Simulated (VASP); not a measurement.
# GaSb (F-43m) in VASP: further runs, part 2 of 3

VASP 6.6.1.

## (3) Band structure, LDA

INCAR reads:

```
  ALGO = Fast
  EDIFF = 1E-7
  ENCUT = 520
  GGA = CA
  ISIF = 2
  ISMEAR = 0
  LASPH = T
  LCHARG = F
  LREAL = F
  LWAVE = F
  NELM = 80
  PREC = Accurate
  SIGMA = 0.03
```

KPOINTS reads:

```
k-points
0
Gamma
  10 10 10
```

POSCAR reads:

```
GaSb                                    
1.0
    0.0000000000      3.0573977441      3.0573977441
    3.0573977441      0.0000000000      3.0573977441
    3.0573977441      3.0573977441      0.0000000000
  Ga              Sb            
     1     1
Direct
     1.0000000000000000    1.0000000000000000    1.0000000000000000
     0.2500000000000000    0.2500000000000000    0.2500000000000000
```

KPOINTS_OPT is that of step 2.

Potentials or basis: VASP PAW LDA potentials, release 64 (Ga_d, Sb).

Launch:

```bash
cat potpaw_LDA.64/Ga_d/POTCAR potpaw_LDA.64/Sb/POTCAR > POTCAR
mpirun -np 1 vasp_std > vasp.out
```

OUTCAR:

```text
EDIFF = 1E-7
   ENCUT = 520
   GGA = CA
   ISIF = 2
   ISMEAR = 0
   LASPH = T
   LREAL = F
   NELM = 80
   PREC = Accurate

 ion  position               nearest neighbor table
   1  0.000  0.000  0.000-   2 2.65   2 2.65   2 2.65   2 2.65
   2  0.250  0.250  0.250-   1 2.65   1 2.65   1 2.65   1 2.65

  LATTYP: Found a face centered cubic cell.
 ALAT       =     6.1147954882

  Lattice vectors:

 A1 = (   0.0000000000,   3.0573977441,   3.0573977441)
 A2 = (   3.0573977441,   0.0000000000,   3.0573977441)
 A3 = (   3.0573977441,   3.0573977441,   0.0000000000)

Analysis of symmetry for initial positions (statically):
=====================================================================
 Subroutine PRICEL returns:
 Original cell was already a primitive cell.

 Routine SETGRP: Setting up the symmetry group for a
 face centered cubic supercell.

 Subroutine GETGRP returns: Found 24 space group operations
 (whereof 24 operations were pure point group operations)
 out of a pool of 48 trial point group operations.

The static configuration has the point symmetry T_d .

Analysis of symmetry for dynamics (positions and initial velocities):
=====================================================================
 Subroutine PRICEL returns:
 Original cell was already a primitive cell.

 Routine SETGRP: Setting up the symmetry group for a
 face centered cubic supercell.

 Subroutine GETGRP returns: Found 24 space group operations
 (whereof 24 operations were pure point group operations)
 out of a pool of 48 trial point group operations.

The dynamic configuration has the point symmetry T_d .

 Subroutine INISYM returns: Found 24 space group operations
 (whereof 24 operations are pure point group operations),
 and found     1 'primitive' translations

----------------------------------------------------------------------------------------

                                     Primitive cell

  volume of cell :      57.1592

  direct lattice vectors                    reciprocal lattice vectors
     0.000000000  3.057397744  3.057397744    -0.163537767  0.163537767  0.163537767
     3.057397744  0.000000000  3.057397744     0.163537767 -0.163537767  0.163537767
     3.057397744  3.057397744  0.000000000     0.163537767  0.163537767 -0.163537767

  length of vectors
     4.323813355  4.323813355  4.323813355     0.283255721  0.283255721  0.283255721

  position of ions in fractional coordinates (direct lattice)
     0.000000000  0.000000000  0.000000000
     0.250000000  0.250000000  0.250000000

  ion indices of the primitive-cell ions
   primitive index   ion index
                 1           1
                 2           2

----------------------------------------------------------------------------------------

 KPOINTS: k-points

Automatic generation of k-mesh.
 Grid dimensions read from file:
 generate k-points for:   10   10   10

 Generating k-lattice:

  Cartesian coordinates                     Fractional coordinates (reciprocal lattice)
    -0.016353777  0.016353777  0.016353777     0.100000000  0.000000000  0.000000000
     0.016353777 -0.016353777  0.016353777     0.000000000  0.100000000  0.000000000
     0.016353777  0.016353777 -0.016353777     0.000000000  0.000000000  0.100000000

  Length of vectors
     0.028325572  0.028325572  0.028325572

[... 37 lines left out ...]
   total plane-waves  NPLWV =  32768
   dimension x,y,z NGX =    32 NGY =   32 NGZ =   32
   dimension x,y,z NGXF=    64 NGYF=   64 NGZF=   64
   ions per type =               1   1
   NGX,Y,Z   is equivalent  to a cutoff of  12.30, 12.30, 12.30 a.u.
   NGXF,Y,Z  is equivalent  to a cutoff of  24.61, 24.61, 24.61 a.u.
 SYSTEM =  unknown system
   PREC   = accura    normal or accurate (medium, high low for compatibility)
   ISTART =      0    job   : 0-new  1-cont  2-samecut
   ICHARG =      2    charge: 1-file 2-atom 10-const
   ISPIN  =      1    spin polarized calculation?
   LNONCOLLINEAR =      F non collinear calculations
   LSORBIT =      F    spin-orbit coupling
   LASPH  =      T    aspherical Exc in radial PAW
   ENCUT  =  520.0 eV  38.22 Ry    6.18 a.u.   8.04  8.04  8.04*2*pi/ulx,y,z
   NELM   =     80;   NELMIN=  2; NELMDL= -5     # of ELM steps
   EDIFF  = 0.1E-06   stopping-criterion for ELM
   LREAL  =      F    real-space projection
   EDIFFG = 0.1E-05   stopping-criterion for IOM
   NSW    =      0    number of steps for IOM
   IBRION =     -1    ionic relax: 0-MD 1-quasi-New 2-CG
   NFREE  =      0    steps in history (QN), initial steepest desc. (CG)
   ISIF   =      2    stress and relaxation
   ISYM   =      2    0-nonsym 1-usesym 2-fastsym
   POTIM  = 0.5000    time-step for ionic-motion
   TEBEG  =    0.0;   TEEND  =   0.0 temperature during run
   PSTRESS=    0.0 pullay stress
   NELECT =      18.0000    total number of electrons
   NUPDOWN=      -1.0000    fix difference up-down
   EMIN   =  10.00;   EMAX   =-10.00  energy-range for DOS
   EFERMI =   0.00;   METHOD = LEGACY
   ISMEAR =     0;   SIGMA  =   0.03  broadening in eV -4-tet -1-fermi 0-gaus
   EFERMI_NEDOS =   21; number of points for ismear=-14 and -15
   IALGO  =     68    algorithm
   IMIX   =      4    mixing-type and parameters
     AMIX     =   0.40;   BMIX     =  1.00
     AMIX_MAG =   1.60;   BMIX_MAG =  1.00
  volume/ion in A,a.u.               =      28.58       192.86
  Fermi-wavevector in a.u.,A,eV,Ry     =   1.113791  2.104760 16.878442  1.240531
  Thomas-Fermi vector in A             =   2.250379
   LORBIT       =      0    0 simple, 1 ext, 2 COOP (PROOUT), +10 PAW based schemes
   GGA     = CA    functional components
   LHFCALC =     F    Hartree Fock is set to
   AEXX    =    0.0000 exact exchange contribution
   IVDW    =     0    specifies the selected vdW correction
   LEPSILON=     F    determine dielectric tensor
   LRPA    =     F    only Hartree local field effects (RPA)
 non-spin polarized calculation
 RMM-DIIS sequential band-by-band and
 Gauss-broadening in eV      SIGMA  =   0.03
  energy-cutoff  :      520.00
  volume of cell :       57.16
 maximum number of plane-waves:      1572
   NGX = 17   NGY = 17   NGZ = 17

 number of electron      17.9999986 magnetization

 Free energy of the ion-electron system (eV)
  ---------------------------------------------------
  ext. energy  EPLUGINS =         0.00000000
  ---------------------------------------------------
  free energy    TOTEN  =        -8.66455109 eV

  energy without entropy =       -8.66450482  energy(sigma->0) =       -8.66452795

 E-fermi :   4.7032     XC(G=0):  -9.4043

 val. band max:        4.6940626947   @ k =   0.0000   0.0000   0.0000
 cond. band min:       4.9949407371   @ k =   0.5000   0.0000   0.0000
 fundamental gap:      0.3008780424
 Fermi energy:         4.7031996739

 k-point     1 :       0.0000    0.0000    0.0000
  band No.  band energies     occupation
      1     -10.4521      2.00000
      2     -10.4521      2.00000
      3     -10.4521      2.00000
      4     -10.4025      2.00000
      5     -10.4025      2.00000
      6      -6.8337      2.00000
      7       4.5802      2.00000
      8       4.6941      1.33334
      9       4.6941      1.33334
     10       4.6941      1.33333
     11       7.4435      0.00000
     12       7.4435      0.00000
     13       7.4435      0.00000
[... 354 lines left out ...]
  band No.  band energies     occupation
      1     -10.4876      2.00000
      2     -10.4337      2.00000
      3     -10.4332      2.00000
      4     -10.4109      2.00000
      5     -10.3997      2.00000
      6      -5.2260      2.00000
      7      -0.9419      2.00000
      8       2.1859      2.00000
      9       2.5059      2.00000
     10       5.8613      0.00000
     11       6.9074      0.00000
     12      10.8055      0.00000
     13      11.3297      0.00000

 [... further k-points ...]

------------------------ aborting loop because EDIFF is reached ----------------------------------------

  FORCE on cell =-STRESS in cart. coord.  units (eV):
  Direction    XX          YY          ZZ          XY          YZ          ZX
  --------------------------------------------------------------------------------------
  -------------------------------------------------------------------------------------
  Total       -0.5338127     -0.5338127     -0.5338127      0.0000000      0.0000000      0.0000000
  in kB      -14.9628273    -14.9628273    -14.9628273      0.0000000      0.0000000      0.0000000
  external PRESSURE =     -14.9628273 kB  Pullay stress =       0.0000000 kB

 VOLUME and BASIS-vectors are now :
 -----------------------------------------------------------------------------
  energy-cutoff  :      520.00
  volume of cell :       57.16
      direct lattice vectors                 reciprocal lattice vectors
     0.000000000  3.057397744  3.057397744    -0.163537767  0.163537767  0.163537767
     3.057397744  0.000000000  3.057397744     0.163537767 -0.163537767  0.163537767
     3.057397744  3.057397744  0.000000000     0.163537767  0.163537767 -0.163537767

 POSITION                                       TOTAL-FORCE (eV/Angst)
 -----------------------------------------------------------------------------------
      0.00000      0.00000      0.00000        -0.000000      0.000000     -0.000000
      1.52870      1.52870      1.52870         0.000000     -0.000000      0.000000
 -----------------------------------------------------------------------------------
    total drift:                                0.000000      0.000000      0.000000

  FREE ENERGIE OF THE ION-ELECTRON SYSTEM (eV)
  ---------------------------------------------------
  free  energy   TOTEN  =        -8.6645510940 eV

  energy  without entropy=       -8.6645048154  energy(sigma->0) =       -8.66452795
```

Wall time 32 s (1 thread of Intel Xeon 6975P-C (Granite Rapids), shared host); peak memory 0.2 GiB.

Results:

```yaml
Free_energy: -8.6646 eV
Pressure: -1.5 GPa
Band_gap_along_the_path: none (metal or under the smearing width)
```

Levels at the corners of the path, in eV from the Fermi level:
```tsv
point	band 6	band 7	band 8	band 9	band 10	band 11	band 12	band 13
Γ	-11.54	-0.12	-0.01	-0.01	-0.01	2.74	2.74	2.74
X	-9.09	-6.87	-2.59	-2.59	0.82	1.15	8.58	8.58
X	-9.09	-6.87	-2.59	-2.59	0.82	1.15	8.58	8.58
W	-9.04	-6.73	-3.38	-3.16	3.61	4.23	4.33	4.66
W	-9.04	-6.73	-3.38	-3.16	3.61	4.23	4.33	4.66
K	-9.15	-6.69	-3.65	-2.21	1.32	3.79	6.49	6.73
K	-9.15	-6.69	-3.65	-2.21	1.32	3.79	6.49	6.73
Γ	-11.54	-0.12	-0.01	-0.01	-0.01	2.74	2.74	2.74
Γ	-11.54	-0.12	-0.01	-0.01	-0.01	2.74	2.74	2.74
L	-9.91	-6.42	-1.17	-1.17	0.29	3.71	3.71	6.30
L	-9.91	-6.42	-1.17	-1.17	0.29	3.71	3.71	6.30
U	-9.15	-6.69	-3.65	-2.21	1.32	3.79	6.49	6.73
U	-9.15	-6.69	-3.65	-2.21	1.32	3.79	6.49	6.73
W	-9.04	-6.73	-3.38	-3.16	3.61	4.23	4.33	4.66
W	-9.04	-6.73	-3.38	-3.16	3.61	4.23	4.33	4.66
L	-9.91	-6.42	-1.17	-1.17	0.29	3.71	3.71	6.30
L	-9.91	-6.42	-1.17	-1.17	0.29	3.71	3.71	6.30
K	-9.15	-6.69	-3.65	-2.21	1.32	3.79	6.49	6.73
U	-9.15	-6.69	-3.65	-2.21	1.32	3.79	6.49	6.73
X	-9.09	-6.87	-2.59	-2.59	0.82	1.15	8.58	8.58
```

Caveat: spin-orbit coupling is left out, which moves the levels of the heavy elements; this crystal is a semiconductor, whose small gap the functional closes, so the metal is an error of the method.

## (4) Band structure, r2SCAN

INCAR reads:

```
  ALGO = Normal
  EDIFF = 1E-7
  ENCUT = 520
  ISIF = 2
  ISMEAR = 0
  LASPH = T
  LCHARG = F
  LMIXTAU = T
  LREAL = F
  LWAVE = F
  METAGGA = R2SCAN
  NELM = 80
  PREC = Accurate
  SIGMA = 0.03
```

KPOINTS is that of step 3.

POSCAR is that of step 3.

KPOINTS_OPT is that of step 3.

Potentials or basis: VASP PAW PBE potentials, release 64 (Ga_d, Sb).

Launch:

```bash
cat potpaw_PBE.64/Ga_d/POTCAR potpaw_PBE.64/Sb/POTCAR > POTCAR
mpirun -np 1 vasp_std > vasp.out
```

Run time: 2.1 min. Hardware: 1 thread of Intel Xeon 6975P-C (Granite Rapids), shared host; peak memory 0.22 GiB.

Results (log left out):

- Free energy: -37.6040 eV
- Pressure: 0.6 GPa
- Band gap on the k mesh: 0.46 eV, direct
- Band gap along the path: 0.46 eV, direct

Levels at the corners of the path, in eV from the valence-band top:
```
point  band 7  band 8  band 9  band 10  band 11  band 12
    Γ    0.00    0.00    0.00     0.46     2.98     2.98
    X   -7.06   -2.70   -2.70     1.12     1.48     9.28
    X   -7.06   -2.70   -2.70     1.12     1.48     9.28
    W   -6.92   -3.49   -3.26     4.02     4.62     4.82
    W   -6.92   -3.49   -3.26     4.02     4.62     4.82
    K   -6.86   -3.76   -2.30     1.64     4.20     7.10
    K   -6.86   -3.76   -2.30     1.64     4.20     7.10
    Γ    0.00    0.00    0.00     0.46     2.98     2.98
    Γ    0.00    0.00    0.00     0.46     2.98     2.98
    L   -6.59   -1.22   -1.22     0.69     4.01     4.01
    L   -6.59   -1.22   -1.22     0.69     4.01     4.01
    U   -6.86   -3.76   -2.30     1.64     4.20     7.10
    U   -6.86   -3.76   -2.30     1.64     4.20     7.10
    W   -6.92   -3.49   -3.26     4.02     4.62     4.82
    W   -6.92   -3.49   -3.26     4.02     4.62     4.82
    L   -6.59   -1.22   -1.22     0.69     4.01     4.01
    L   -6.59   -1.22   -1.22     0.69     4.01     4.01
    K   -6.86   -3.76   -2.30     1.64     4.20     7.10
    U   -6.86   -3.76   -2.30     1.64     4.20     7.10
    X   -7.06   -2.70   -2.70     1.12     1.48     9.28
```

Caveat: the PAW data sets were made with another functional, which shifts forces and pressure a little; spin-orbit coupling is left out, which moves the levels of the heavy elements.

## (5) Band structure, PBE, spin-orbit coupling, no magnetisation

INCAR reads:

```
  ALGO = Fast
  EDIFF = 1E-7
  ENCUT = 520
  GGA = PE
  GGA_COMPAT = F
  ISIF = 2
  ISMEAR = 0
  LASPH = T
  LCHARG = F
  LNONCOLLINEAR = T
  LORBIT = 11
  LREAL = F
  LSORBIT = T
  LWAVE = F
  MAGMOM = 0 0 0 0 0 0
  NELM = 80
  PREC = Accurate
  SIGMA = 0.03
```

KPOINTS reads:

```
k-points
0
Gamma
  6 6 6
```

POSCAR is that of step 4.

KPOINTS_OPT is that of step 4.

Launch:

```bash
cat potpaw_PBE.64/Ga_d/POTCAR potpaw_PBE.64/Sb/POTCAR > POTCAR
mpirun -np 1 vasp_ncl > vasp.out
```

It took 3.1 min on 1 thread of Intel Xeon 6975P-C (Granite Rapids), shared host; peak memory 0.33 GiB.

The run converged. Its results:

```
Free energy                                           : -7.3882 eV
Pressure                                              : 2.7 GPa
Valence electrons inside the program's atomic spheres : Ga 11.64; Sb 2.50
```

[end of part 2 of 3]
